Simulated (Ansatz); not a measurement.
# TiC: energy and stress against strain

This session takes TiC and sets out to see how energy and stress answer to the strain pattern (1, -1, 0, 0, 0, 0).

Program: Ansatz 0.2.0. Level of theory: DFT PBE, scalar-relativistic, plane waves, PAW. These are calculated values, not measurements.

**1. The system as given**

Symmetry: Fm-3m, No. 225, cubic system. The conventional cell has a = 4.328 Å, b = 4.328 Å, c = 4.328 Å, α = 90.00°, β = 90.00°, γ = 90.00°. Ti (site symmetry m-3m) has 6 C at 2.16 Å in its first shell of neighbours. Around C (site symmetry m-3m) lie 6 Ti at 2.16 Å.

As a file:

```
Ti C
1.0
     0.00000    2.16400    2.16400
     2.16400    0.00000    2.16400
     2.16400    2.16400    0.00000
Ti C
1 1
Direct
  0.00000 0.00000 0.00000
  0.50000 0.50000 0.50000
```

No relaxation comes first: the listed cell is the starting point.

**2. The reference cell**

The reference gives a free energy of -2752.2735 eV, pressure 0.88 GPa, largest force 0.000 eV/Å and gap on the mesh none (metal). It was computed beforehand with the settings of the runs below.

**3. The scan: energy and stress against strain**

The cell is strained by ε times the Voigt pattern (1, -1, 0, 0, 0, 0) (xx, yy, zz, yz, xz, xy; engineering shear), with fractional coordinates fixed (clamped ions). The stress on the pattern is the sum of the stress components weighted by it, tension positive.

**4. Point ε = -0.0400**

Input file input.yaml:

```yaml
crystal:
  lattice:
    - [0.0, 2.25056, 2.164]
    - [2.07744, 0.0, 2.164]
    - [2.07744, 2.25056, 0.0]
  atoms:
    - { symbol: Ti, position: [0.0, 0.0, 0.0] }
    - { symbol: C, position: [0.5, 0.5, 0.5] }
basis:
  ecutwfc: 420
kpoints:
  mp_grid: { grid: [18, 18, 18] }
hamiltonian:
  xc: pbe
scf:
  occupations: { method: gaussian, width: 0.15 }
output:
  forces: true
  stress: true
  eigenvalues: true
```

Run with:

```console
$ ansatz run input.yaml --threads 1 --pin off --max-ram 2560MiB --backend cpu --events-out ev --progress --plain --runs-dir out
```

**5. Point ε = 0.0300**

input.yaml, as its differences from that of step 4:

```diff
@@ -2,5 +2,5 @@
   lattice:
-    - [0.0, 2.25056, 2.164]
-    - [2.07744, 0.0, 2.164]
-    - [2.07744, 2.25056, 0.0]
+    - [0.0, 2.09908, 2.164]
+    - [2.22892, 0.0, 2.164]
+    - [2.22892, 2.09908, 0.0]
   atoms:
```

**6. ε = -0.0200**

input.yaml, as its differences from that of step 5:

```diff
@@ -2,5 +2,5 @@
   lattice:
-    - [0.0, 2.09908, 2.164]
-    - [2.22892, 0.0, 2.164]
-    - [2.22892, 2.09908, 0.0]
+    - [0.0, 2.20728, 2.164]
+    - [2.12072, 0.0, 2.164]
+    - [2.12072, 2.20728, 0.0]
   atoms:
```

**7. At ε = 0.0100**

input.yaml, as its differences from that of step 6:

```diff
@@ -2,5 +2,5 @@
   lattice:
-    - [0.0, 2.20728, 2.164]
-    - [2.12072, 0.0, 2.164]
-    - [2.12072, 2.20728, 0.0]
+    - [0.0, 2.14236, 2.164]
+    - [2.18564, 0.0, 2.164]
+    - [2.18564, 2.14236, 0.0]
   atoms:
```

**8. Point ε = 0.0350**

input.yaml, as its differences from that of step 7:

```diff
@@ -2,5 +2,5 @@
   lattice:
-    - [0.0, 2.14236, 2.164]
-    - [2.18564, 0.0, 2.164]
-    - [2.18564, 2.14236, 0.0]
+    - [0.0, 2.08826, 2.164]
+    - [2.23974, 0.0, 2.164]
+    - [2.23974, 2.08826, 0.0]
   atoms:
```

**9. Point ε = 0.0250**

input.yaml, as its differences from that of step 8:

```diff
@@ -2,5 +2,5 @@
   lattice:
-    - [0.0, 2.08826, 2.164]
-    - [2.23974, 0.0, 2.164]
-    - [2.23974, 2.08826, 0.0]
+    - [0.0, 2.1099, 2.164]
+    - [2.2181, 0.0, 2.164]
+    - [2.2181, 2.1099, 0.0]
   atoms:
```

**10. Point ε = 0.0150**

input.yaml, as its differences from that of step 9:

```diff
@@ -2,5 +2,5 @@
   lattice:
-    - [0.0, 2.1099, 2.164]
-    - [2.2181, 0.0, 2.164]
-    - [2.2181, 2.1099, 0.0]
+    - [0.0, 2.13154, 2.164]
+    - [2.19646, 0.0, 2.164]
+    - [2.19646, 2.13154, 0.0]
   atoms:
```

**11. Point ε = 0.0050**

input.yaml, as its differences from that of step 10:

```diff
@@ -2,5 +2,5 @@
   lattice:
-    - [0.0, 2.13154, 2.164]
-    - [2.19646, 0.0, 2.164]
-    - [2.19646, 2.13154, 0.0]
+    - [0.0, 2.15318, 2.164]
+    - [2.17482, 0.0, 2.164]
+    - [2.17482, 2.15318, 0.0]
   atoms:
@@ -20 +20,5 @@
   eigenvalues: true
+  write_density: true
+  write_potential: true
+  elf: true
+  volumetric_format: npy
```

(Steps that only read results are left out.)

What does the calculation give? Wanted: slope of the stress at ε = 0, from the points at -0.0200, 0 and 0.0050.

The runs gave:

| quantity | value |
| --- | --- |
| slope of the stress at ε = 0, from the points at -0.0200, 0 and 0.0050 | 792 GPa |

From the stress slope, C11 + C22 − 2 C12 is about 792 GPa with the ions clamped; letting the atoms relax could not make it stiffer. No sampled point lies below the undisturbed cell.
